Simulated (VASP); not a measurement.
# VSi23 (a cell with a defect) in VASP: notebook

One crystal, VSi23 (a cell with a defect), is run at these levels: PBEsol+U, PBEsol; tasks: single point.

Everything below comes from runs of VASP 6.6.1. Logs are shortened: lines on timing, memory, paths and dates and some standing lists are left out, and cuts for length are marked.

### Step 1. Starting point

The cell holds a defect, 24 atoms: a = 11.534 Å, b = 7.689 Å, c = 7.689 Å, α = 60.00°, β = 60.00°, γ = 60.00°.

### Step 2. Single point, PBEsol+U

Contents of INCAR:

```
SYSTEM = VSi23
PREC     = Accurate       ! precision mode
ENCUT    = 350            ! plane-wave cutoff, eV
EDIFF    = 1E-5           ! SCF threshold, eV
ISMEAR   = 0              ! smearing method
SIGMA    = 0.03           ! smearing width, eV
LREAL    = Auto         
LASPH    = .TRUE.         ! aspherical terms in the spheres
NELM     = 120            ! most SCF steps
ALGO     = Normal         ! electronic algorithm
ISIF     = 2              ! what is computed and relaxed
LWAVE    = .FALSE.        ! write WAVECAR
LCHARG   = .FALSE.        ! write CHGCAR
LMAXMIX  = 4              ! l up to which the mixer works
LDAU     = .TRUE.         ! DFT+U
LDAUTYPE = 2            
LDAUL    = 2 -1           ! shell
LDAUU    = 3 0            ! U, eV
LDAUJ    = 0 0          
LDAUPRINT= 1            
GGA      = PS             ! functional
NBANDS   = 70             ! bands
LORBIT   = 11             ! projections on sites
NELECT   = 106.0
```

Contents of KPOINTS:

```
regular mesh
0
G
  2 3 3
  0 0 0
```

Contents of POSCAR:

```
VSi23
1.0
    0.0000000000      8.1555000000      8.1555000000
    5.4370000000      0.0000000000      5.4370000000
    5.4370000000      5.4370000000      0.0000000000
V Si
1 23
Direct
    0.0000000000      0.0000000000      0.0000000000
    0.0000000000      0.0000000000      0.5000000000
    0.0000000000      0.5000000000      0.0000000000
    0.0000000000      0.5000000000      0.5000000000
    0.3333330000      0.0000000000      0.0000000000
    0.3333330000      0.0000000000      0.5000000000
    0.3333330000      0.5000000000      0.0000000000
    0.3333330000      0.5000000000      0.5000000000
    0.6666670000      0.0000000000      0.0000000000
    0.6666670000      0.0000000000      0.5000000000
    0.6666670000      0.5000000000      0.0000000000
    0.6666670000      0.5000000000      0.5000000000
    0.0833333333      0.1250000000      0.1250000000
    0.0833333333      0.1250000000      0.6250000000
    0.0833333333      0.6250000000      0.1250000000
    0.0833333333      0.6250000000      0.6250000000
    0.4166663333      0.1250000000      0.1250000000
    0.4166663333      0.1250000000      0.6250000000
    0.4166663333      0.6250000000      0.1250000000
    0.4166663333      0.6250000000      0.6250000000
    0.7500003333      0.1250000000      0.1250000000
    0.7500003333      0.1250000000      0.6250000000
    0.7500003333      0.6250000000      0.1250000000
    0.7500003333      0.6250000000      0.6250000000
```

Potentials or basis: VASP PAW PBE potentials, release 64 (V_sv, Si).

Started as:

```console
$ cat potpaw_PBE.64/V_sv/POTCAR potpaw_PBE.64/Si/POTCAR > POTCAR
$ mpirun -np 1 vasp_std > vasp.out
```

OUTCAR:

```text
SYSTEM = VSi23
   PREC = Accurate
   ENCUT = 350
   EDIFF = 1E-5
   ISMEAR = 0
   LREAL = Auto
   LASPH = .TRUE.
   NELM = 120
   ISIF = 2
   GGA = PS
   LORBIT = 11
   NELECT = 106.0

 ion  position               nearest neighbor table
   1  0.000  0.000  0.000-  21 2.35  13 2.35  15 2.35  14 2.35
   2  0.000  0.000  0.500-  22 2.35  14 2.35  16 2.35  13 2.35
   3  0.000  0.500  0.000-  23 2.35  15 2.35  13 2.35  16 2.35
   4  0.000  0.500  0.500-  24 2.35  16 2.35  14 2.35  15 2.35
   5  0.333  0.000  0.000-  13 2.35  17 2.35  19 2.35  18 2.35
   6  0.333  0.000  0.500-  14 2.35  18 2.35  20 2.35  17 2.35
[... 16 lines left out ...]
  23  0.750  0.625  0.125-   3 2.35  11 2.35   9 2.35  12 2.35
  24  0.750  0.625  0.625-   4 2.35  12 2.35  11 2.35  10 2.35

  LATTYP: Found a face centered orthorhombic cell.
 ALAT       =     7.6890791386
 B/A-ratio  =     1.7320508076
 C/A-ratio  =     2.4494897428

  Lattice vectors:

 A1 = (   0.0000000000,   8.1555000000,   8.1555000000)
 A2 = (  -5.4370000000,   2.7185000000,   8.1555000000)
 A3 = (   5.4370000000,   0.0000000000,   5.4370000000)

Analysis of symmetry for initial positions (statically):
=====================================================================
 Subroutine PRICEL returns:
 Original cell was already a primitive cell.

 Routine SETGRP: Setting up the symmetry group for a
 face centered orthorhombic supercell.

 Subroutine GETGRP returns: Found  2 space group operations
 (whereof  2 operations were pure point group operations)
 out of a pool of  8 trial point group operations.

The static configuration has the point symmetry C_1h.

Analysis of symmetry for dynamics (positions and initial velocities):
=====================================================================
 Subroutine PRICEL returns:
 Original cell was already a primitive cell.

 Routine SETGRP: Setting up the symmetry group for a
 face centered orthorhombic supercell.

 Subroutine GETGRP returns: Found  2 space group operations
 (whereof  2 operations were pure point group operations)
 out of a pool of  8 trial point group operations.
[... 199 lines left out ...]
  o =  0.3407  v =  0.0000  0.0000  0.0000  0.0000  0.0000 -0.5541  0.6213 -0.0028 -0.5541  0.0048      0.0000  0.0000  0.0000  0.0000  0.0000  0.0000  0.0000  0.0000  0.0000  0.0000
  o =  0.3407  v = -0.5541  0.6213 -0.0028 -0.5541  0.0048  0.0000  0.0000  0.0000  0.0000  0.0000      0.0000  0.0000  0.0000  0.0000  0.0000  0.0000  0.0000  0.0000  0.0000  0.0000
  o =  0.3710  v = -0.6922 -0.0000 -0.1766  0.6922 -0.1020  0.0000  0.0000  0.0000  0.0000  0.0000      0.0000  0.0000  0.0000  0.0000  0.0000  0.0000  0.0000  0.0000  0.0000  0.0000
  o =  0.3710  v =  0.0000  0.0000  0.0000  0.0000  0.0000 -0.6922 -0.0000 -0.1766  0.6922 -0.1020      0.0000  0.0000  0.0000  0.0000  0.0000  0.0000  0.0000  0.0000  0.0000  0.0000
  o =  0.3775  v =  0.0000  0.0000  0.0000  0.0000  0.0000  0.4297  0.7681  0.1009  0.4297 -0.1748      0.0000  0.0000  0.0000  0.0000  0.0000  0.0000  0.0000  0.0000  0.0000  0.0000
  o =  0.3775  v =  0.4297  0.7681  0.1009  0.4297 -0.1748  0.0000  0.0000  0.0000  0.0000  0.0000      0.0000  0.0000  0.0000  0.0000  0.0000  0.0000  0.0000  0.0000  0.0000  0.0000

 number of electron     106.0000002 magnetization

 Free energy of the ion-electron system (eV)
  ---------------------------------------------------
  ext. energy  EPLUGINS =         0.00000000
  ---------------------------------------------------
  free energy    TOTEN  =      -129.37599199 eV

  energy without entropy =     -129.37271066  energy(sigma->0) =     -129.37435132

 E-fermi :   6.2005     XC(G=0):  -9.6361

 val. band max:        6.1867252692   @ k =   0.0000  -0.3333   0.3333
 cond. band min:       6.2134665648   @ k =   0.0000   0.3333   0.3333
 fundamental gap:      0.0267412956
 Fermi energy:         6.2005218154

 k-point     1 :       0.0000    0.0000    0.0000
  band No.  band energies     occupation
      1     -58.1126      2.00000
      2     -32.1795      2.00000
      3     -32.1385      2.00000
      4     -32.0283      2.00000
      5      -6.1823      2.00000
      6      -4.8893      2.00000
[... 533 lines left out ...]
     64       8.7992      0.00000
     65       8.8883      0.00000
 [bands above 65 left out]

------------------------ aborting loop because EDIFF is reached ----------------------------------------

  FORCE on cell =-STRESS in cart. coord.  units (eV):
  Direction    XX          YY          ZZ          XY          YZ          ZX
  --------------------------------------------------------------------------------------
  -------------------------------------------------------------------------------------
  Total       11.4006852     10.8555134     10.8555134     -0.3257300      0.1731816     -0.3257300
  in kB       37.8828186     36.0712918     36.0712918     -1.0823535      0.5754573     -1.0823535
  external PRESSURE =      36.6751340 kB  Pullay stress =       0.0000000 kB

 VOLUME and BASIS-vectors are now :
 -----------------------------------------------------------------------------
  energy-cutoff  :      350.00
  volume of cell :      482.17
      direct lattice vectors                 reciprocal lattice vectors
     0.000000000  8.155500000  8.155500000    -0.061308320  0.061308320  0.061308320
     5.437000000  0.000000000  5.437000000     0.091962479 -0.091962479  0.091962479
     5.437000000  5.437000000  0.000000000     0.091962479  0.091962479 -0.091962479

 POSITION                                       TOTAL-FORCE (eV/Angst)
 -----------------------------------------------------------------------------------
      0.00000      0.00000      0.00000         0.069286     -0.024082     -0.024082
      2.71850      2.71850      0.00000        -0.003163      0.009317     -0.054048
      2.71850      0.00000      2.71850        -0.003163     -0.054048      0.009317
      5.43700      2.71850      2.71850         0.061262      0.018419      0.018419
      0.00000      2.71850      2.71850         0.080221     -0.025941     -0.025941
      2.71850      5.43700      2.71850        -0.006508     -0.084660      0.020114
[... 16 lines left out ...]
      4.07775      6.79625      9.51475        -0.015774     -0.000115      0.052441
      6.79625      9.51475      9.51475         0.016600      0.006778      0.006778
 -----------------------------------------------------------------------------------
    total drift:                                0.001658     -0.000062     -0.000062

  FREE ENERGIE OF THE ION-ELECTRON SYSTEM (eV)
  ---------------------------------------------------
  free  energy   TOTEN  =      -129.3759919869 eV

  energy  without entropy=     -129.3727106616  energy(sigma->0) =     -129.37435132

 total charge

# of ion       s       p       d       tot
------------------------------------------
    1        2.342   6.172   3.087  11.600
    2        0.765   0.926   0.000   1.691
    3        0.765   0.926   0.000   1.691
    4        0.764   0.927   0.000   1.691
    5        0.759   0.936   0.000   1.694
    6        0.759   0.937   0.000   1.696
[... 16 lines left out ...]
   23        0.754   0.944   0.000   1.697
   24        0.752   0.945   0.000   1.697
--------------------------------------------------
tot         19.829  27.843   3.087  50.759
```

OSZICAR:

```text
N       E                     dE             d eps       ncg     rms          rms(c)
DAV:   1     0.285307593019E+03    0.28531E+03   -0.33666E+04  1248   0.942E+02
DAV:   2    -0.110306188706E+03   -0.39561E+03   -0.37840E+03  1364   0.191E+02
DAV:   3    -0.134628017102E+03   -0.24322E+02   -0.23880E+02  1424   0.445E+01
DAV:   4    -0.135213992917E+03   -0.58598E+00   -0.58099E+00  1408   0.782E+00
DAV:   5    -0.135228962653E+03   -0.14970E-01   -0.14947E-01  1416   0.122E+00    0.244E+01
DAV:   6    -0.147990843480E+03   -0.12762E+02   -0.13120E+02  1546   0.299E+01    0.456E+01
DAV:   7    -0.130162286028E+03    0.17829E+02   -0.12153E+02  1534   0.596E+01    0.137E+01
DAV:   8    -0.129549800810E+03    0.61249E+00   -0.82614E+00  1272   0.794E+00    0.344E+00
DAV:   9    -0.129388072504E+03    0.16173E+00   -0.72683E-01  1328   0.274E+00    0.131E+00
DAV:  10    -0.129373829523E+03    0.14243E-01   -0.12664E-01  1392   0.105E+00    0.744E-01
DAV:  11    -0.129375250753E+03   -0.14212E-02   -0.24803E-02  1392   0.588E-01    0.436E-01
DAV:  12    -0.129376467082E+03   -0.12163E-02   -0.56383E-03  1352   0.215E-01    0.219E-01
DAV:  13    -0.129375880742E+03    0.58634E-03   -0.26908E-03  1296   0.173E-01    0.123E-01
DAV:  14    -0.129375969649E+03   -0.88906E-04   -0.12863E-03  1368   0.120E-01    0.669E-02
DAV:  15    -0.129375964301E+03    0.53480E-05   -0.12927E-04  1344   0.393E-02    0.267E-02
DAV:  16    -0.129375989611E+03   -0.25310E-04   -0.74165E-05  1008   0.207E-02    0.100E-02
DAV:  17    -0.129375991987E+03   -0.23761E-05   -0.99504E-06   832   0.977E-03
   1 F= -.12937599E+03 E0= -.12937435E+03  d E =-.328133E-02
```

Run time: 5 min. Hardware: 1 thread of Intel Xeon Platinum 8488C (Sapphire Rapids), shared host; peak memory 0.42 GiB.

What came out:

| Property | Result |
| --- | --- |
| Free energy | -129.3760 eV |
| Largest force | 0.469 eV/Å |
| Band gap on the k mesh | none (metal or under the smearing width) |
| Valence electrons inside the program's atomic spheres | V 11.60; Si 1.69, 1.70, 1.74 |

Forces in eV/Å, atoms in the order of the input:
```
V    0.069 -0.024 -0.024
Si  -0.003  0.009 -0.054
Si  -0.003 -0.054  0.009
Si   0.061  0.018  0.018
Si   0.080 -0.026 -0.026
Si  -0.007 -0.085  0.020
Si  -0.007  0.020 -0.085
Si  -0.007 -0.031 -0.031
Si   0.019  0.010  0.010
Si   0.030 -0.017 -0.009
Si   0.030 -0.009 -0.017
Si  -0.020  0.006  0.006
Si   0.075  0.223  0.223
Si  -0.269 -0.085  0.219
Si  -0.269  0.219 -0.085
Si   0.040 -0.016 -0.016
Si  -0.171  0.067  0.067
Si   0.065  0.062 -0.058
Si   0.065 -0.058  0.062
Si   0.004 -0.002 -0.002
Si   0.231 -0.288 -0.288
Si  -0.016  0.052  0.000
Si  -0.016  0.000  0.052
Si   0.017  0.007  0.007
```

Levels at points of the mesh, in eV from the Fermi level:
```csv
k point,band 49,band 50,band 51,band 52,band 53,band 54,band 55,band 56,band 57,band 58
"(0.00, 0.00, 0.00)",-1.35,-0.87,-0.80,-0.79,-0.40,-0.18,0.24,0.40,0.41,0.51
"(0.50, 0.00, 0.00)",-1.28,-1.27,-0.92,-0.91,-0.51,-0.24,0.06,0.30,0.39,0.40
```

Eigenvalues of the final occupation matrices:
| site | spin | trace | eigenvalues |
| --- | --- | --- | --- |
| site 1 d | 1 | 1.56 | 0.22 0.25 0.34 0.37 0.38 |
| site 1 d | 2 | 1.56 | 0.22 0.25 0.34 0.37 0.38 |

Caveat: the cell is charged against a uniform background, so pressure and absolute levels hang on convention; the PAW data sets were made with another functional, which shifts forces and pressure a little; U without spin polarisation on a metal has little footing; the U is typed as a test and isn't derived for this compound.

### Step 3. Single point, PBEsol, collinear spin, zero start

Contents of INCAR:

```
SYSTEM = VSi23
PREC = Accurate
ENCUT = 350
EDIFF = 1E-5
ISMEAR = 0
SIGMA = 0.03
LREAL = Auto
LASPH = .True.
NELM = 120
ALGO = Normal
ISIF = 2
LWAVE = .False.
LCHARG = .False.
ISPIN = 2
MAGMOM = 0 0 0 0 0 0 0 0 0 0 0 0 0 0 0 0 0 0 0 0 0 0 0 0
LORBIT = 11
NUPDOWN = 0
LMAXMIX = 4
GGA = PS
NBANDS = 74
NELECT = 106.0
ISYM = 0
KPAR = 4
```

Contents of KPOINTS:

```
Automatic mesh
0
Gamma
  2 3 3
  0 0 0
```

Contents of POSCAR:

```
VSi23                                   
1.0
    0.0000000000      8.1555000000      8.1555000000
    5.4370000000      0.0000000000      5.4370000000
    5.4370000000      5.4370000000      0.0000000000
  V               Si            
     1    23
Direct
     0.9955521107615730    0.0036802084180523    0.0013244791230674
     0.0009854556232728    0.9992324513417979    0.5013414373771919
     0.0017355439060701    0.4996635759968958    0.9988693006738586
     0.0008712247689652    0.5016206744482516    0.4975402358686706
     0.3320096434321759    0.0014607266197066    0.0020714909458238
     0.3358575677290291    0.0011747991273727    0.4960540539719616
     0.3365788943605314    0.4960331821917343    0.9993596452571860
     0.3333611872276344    0.5009498704843488    0.4995277791774784
     0.6708603288718700    0.9977941572049714    0.9980959334873500
     0.6640898389541472    0.0011220715268192    0.5052745489444963
     0.6650353222002725    0.5032343062951256    0.0008337998591450
     0.6675764486451453    0.5009777424501511    0.4995913283932807
     0.0842435230795338    0.1246148777439793    0.1264467386452025
     0.0868607024568235    0.1253354661024502    0.6214990545140041
     0.0876402146867184    0.6239001310390480    0.1211766706664940
     0.0835786072537619    0.6251055570447239    0.6246922864829285
     0.4223604988701177    0.1209896343924167    0.1210044437596690
     0.4144884324180989    0.1259798576198420    0.6284168302780816
     0.4153730340439398    0.6278644377910422    0.1245095228163916
     0.4172857951021473    0.6257427140885222    0.6242286583887373
     0.7419324230799128    0.1296424306322325    0.1317382220568001
     0.7516959079800906    0.1259339819233521    0.6242098008872025
     0.7523056250014776    0.6237471769526719    0.1245281794741645
     0.7504396695466837    0.6259179685645008    0.6254965589507976
```

Potentials or basis: VASP PAW PBE potentials, release 64 (V_sv, Si).

Started as:

```console
$ cat potpaw_PBE.64/V_sv/POTCAR potpaw_PBE.64/Si/POTCAR > POTCAR
$ mpirun -np 4 vasp_std > vasp.out
```

It took 3.1 min on 4 MPI ranks of Intel Xeon Platinum 8559C (Emerald Rapids), shared host; peak memory 0.63 GiB.

Results (log left out):

- Free energy: -132.6039 eV
- Largest force: 0.168 eV/Å
- Net moment: 0.00 μB per cell
- Valence electrons inside the program's atomic spheres: V 11.61; Si 1.69, 1.70, 1.73, 1.74

Forces in eV/Å, atoms in the order of the input:
```
V   -0.043  0.006 -0.007
Si  -0.016 -0.022  0.060
Si  -0.005  0.049 -0.018
Si  -0.027  0.013 -0.002
Si   0.039 -0.009  0.004
Si  -0.021 -0.014  0.001
Si  -0.005  0.010 -0.019
Si   0.012 -0.004 -0.014
Si   0.042 -0.037 -0.040
Si  -0.014 -0.010  0.004
Si  -0.007 -0.004  0.000
Si   0.001 -0.001 -0.003
Si  -0.073 -0.097 -0.086
Si   0.101  0.096 -0.094
Si   0.103 -0.099  0.079
Si   0.010 -0.014 -0.011
Si  -0.022  0.010  0.009
Si  -0.005  0.030 -0.005
Si  -0.001 -0.003  0.026
Si  -0.007  0.003  0.012
Si  -0.040  0.070  0.080
Si  -0.010  0.014 -0.004
Si   0.001  0.006  0.019
Si  -0.014  0.009  0.010
```

Caveat: the cell is charged against a uniform background, so pressure and absolute levels hang on convention; the PAW data sets were made with another functional, which shifts forces and pressure a little; the total moment is fixed, so each spin has its own Fermi level.
